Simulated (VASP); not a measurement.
## Results of a VASP single-point calculation on Ge (strained diamond)

POSCAR

```
Ge
 1.0000000000000000
     0.0000000000000000    2.7233985716000002    2.7233985716000002
     2.7233985716000002    0.0000000000000000    2.7233985716000002
     2.7233985716000002    2.7233985716000002    0.0000000000000000
 Ge
   2
Cartesian
  0.0000000000000000  0.0000000000000000  0.0000000000000000
  1.3616992857999999  1.3616992857999999  1.3616992857999999
```

```
gap between bands v and c : 0.60 eV
least direct gap          : 1.55 eV
```

Band v is the last that the valence electrons fill when counted band by band, and c is the next. Levels in eV from the top of v:

```json
{"point": "Γ", "v−1": "0.00", "v": "0.00", "c": "1.55", "c+1": "2.74"}
{"point": "X", "v−1": "-3.67", "v": "-3.67", "c": "0.81", "c+1": "0.81"}
{"point": "K", "v−1": "-5.16", "v": "-3.15", "c": "1.30", "c+1": "4.64"}
{"point": "L", "v−1": "-1.68", "v": "-1.68", "c": "0.85", "c+1": "4.03"}
{"point": "W", "v−1": "-4.66", "v": "-4.66", "c": "5.14", "c+1": "5.14"}
```

**Question.** Which of these levels of theory gave these results?
A. PBEsol
B. PBE
C. r²SCAN
D. PBE with spin–orbit coupling
E. PBE0
F. LDA
G. HSE06

**Answer.** C.

The INCAR was:

```
ISIF = 2
SIGMA = 0.01
NELM = 120
IBRION = -1
EDIFF = 1E-7
NSW = 0
PREC = Accurate
LCHARG = .FALSE.
LWAVE = .FALSE.
LREAL = .FALSE.
LASPH = .TRUE.
METAGGA = R2SCAN
ALGO = Normal
ENCUT = 520
ISMEAR = 0
NBANDS = 21
```
